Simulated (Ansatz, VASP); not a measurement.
**One calculation of BeTe, two programs**

INCAR

```
  ALGO = Fast
  EDIFF = 1E-7
  ENCUT = 520
  GGA = PE
  ISIF = 2
  ISMEAR = -1
  LASPH = True
  LCHARG = False
  LREAL = False
  LWAVE = False
  NBANDS = 11
  NELM = 100
  PREC = Accurate
  SIGMA = 0.03
```

File KPOINTS:

```
k-points
0
Gamma
  11 11 11
```

File POSCAR:

```
BeTe
1.0
    0.0000000000      2.7700000000      2.7700000000
    2.7700000000      0.0000000000      2.7700000000
    2.7700000000      2.7700000000      0.0000000000
Be Te
1 1
Direct
    0.0000000000      0.0000000000      0.0000000000
    0.7500000000      0.7500000000      0.7500000000
```

Input for Ansatz:

```yaml
crystal:
  lattice:
    - [0.0, 2.77, 2.77]
    - [2.77, 0.0, 2.77]
    - [2.77, 2.77, 0.0]
  atoms:
    - { symbol: Be, position: [0.0, 0.0, 0.0] }
    - { symbol: Te, position: [0.75, 0.75, 0.75] }
kpoints:
  mp_grid: { grid: [11, 11, 11] }
scf:
  occupations: { method: fermi_dirac, width: 0.03 }
hamiltonian:
  xc: pbe
  pseudopotentials:
    kind: all_electron
    lapw: { basis_error: 0.0005 }
    dirac_shells: { Te: ["3p", "3d"] }
output:
  forces: true
  stress: true
  eigenvalues: true
```

Alike in both runs: task single point; functional PBE; k mesh 11 × 11 × 11; occupations fermi-dirac, width 0.03 eV; no spin polarisation.

```csv
,VASP,Ansatz
version,VASP 6.6.1,Ansatz 0.2.0
potentials or method,"VASP PAW PBE potentials, release 64 (Be, Te)","all-electron LAPW, scalar-relativistic"
plane-wave cutoff (eV),520,see its input
```

|  | VASP | Ansatz | Ansatz less VASP |
| --- | --- | --- | --- |
| gap on the k mesh at the Fermi level (eV) | 1.87 | 1.89 | +0.015 |
| pressure (GPa) | 4.5 | 4.3 | -0.18 |

Ansatz ran all-electron here, so the differences hold the error of VASP's frozen core and of both bases.

Caveats: spin-orbit coupling is left out, which moves the levels of the heavy elements; an odd mesh through Γ misses points on the zone boundary, where band edges often lie.
